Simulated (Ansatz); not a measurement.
Planning a run of Ansatz 0.2.0 on SrTiO3 (I4/mcm). The input:

```yaml
crystal:
  lattice:
    - [-2.7417225, 2.7417225, 3.87851]
    - [2.7417225, -2.7417225, 3.87851]
    - [2.7417225, 2.7417225, -3.87851]
  atoms:
    - { symbol: Sr, position: [0.75, 0.25, 0.5] }
    - { symbol: Sr, position: [0.25, 0.75, 0.5] }
    - { symbol: Ti, position: [0.0, 0.0, 0.0] }
    - { symbol: Ti, position: [0.5, 0.5, 0.0] }
    - { symbol: O, position: [0.25, 0.25, 0.0] }
    - { symbol: O, position: [0.75, 0.75, 0.0] }
    - { symbol: O, position: [0.7266344012, 0.2266344012, 0.9532688024] }
    - { symbol: O, position: [0.2266344012, 0.2733655988, 0.5] }
    - { symbol: O, position: [0.2733655988, 0.7733655988, 0.0467311976] }
    - { symbol: O, position: [0.7733655988, 0.7266344012, 0.5] }
kpoints:
  mp_grid: { grid: [4, 4, 4] }
  band_path:
    path:
      - [0.0, 0.0, 0.0]
      - [0.0, 0.0, 0.5]
      - [0.25, 0.25, 0.25]
      - [0.0, 0.5, 0.0]
      - [0.5, 0.5, -0.5]
      - [0.37492725, 0.62507275, -0.37492725]
      - [-0.37492725, 0.37492725, 0.37492725]
      - [-0.24985449, 0.24985449, 0.5]
    npoints: 1
hamiltonian:
  xc: hse06
  pseudopotentials: { kind: paw, azcp: { folder: soft_1 } }
scf:
  occupations: { method: fixed }
  n_extra_bands: 7
output:
  eigenvalues: true
  write_density: true
  write_potential: true
  elf: true
  volumetric_format: npy
```

```sh
ansatz run input.yaml --threads 2 --pin off --max-ram 73728MiB --backend cuda --events-out ev --progress --plain --runs-dir out --devices 1 --max-vram 13GiB
```

Estimate wall time and host memory on 1 × NVIDIA H100 80GB HBM3 (shared by 6 runs) with 2 threads of AMD EPYC 7R13 (Zen 3), shared host.

It took 34 s; on shared hardware allow 17 s to 69 s. Peak host memory was 1.4 GiB. The sizes that set the cost: 2229 plane waves a state, 13 irreducible k points and 19 SCF cycles.

Exact exchange couples every pair of k points and filled bands, so it costs far more than a semilocal run.

[Paths, hosts, dates, memory and timing lines, banners, echoed tables and standing remarks are left out of the program output.]

[Logs are printed without paths, hosts, clocks, repeated set-up lines and the standing remarks that a program may print on its own settings, such as how far it seeks lower states.]

[Runs of the session that timed out or met a known fault of the program may be left out.]

[Cells called generated may have been cut or substituted from an entry of the Crystallography Open Database or the Materials Project.]

[Hosts, paths, dates, database ids (printed as entryN), source tags and the programs' standing remarks are cut or masked in the printed files.]
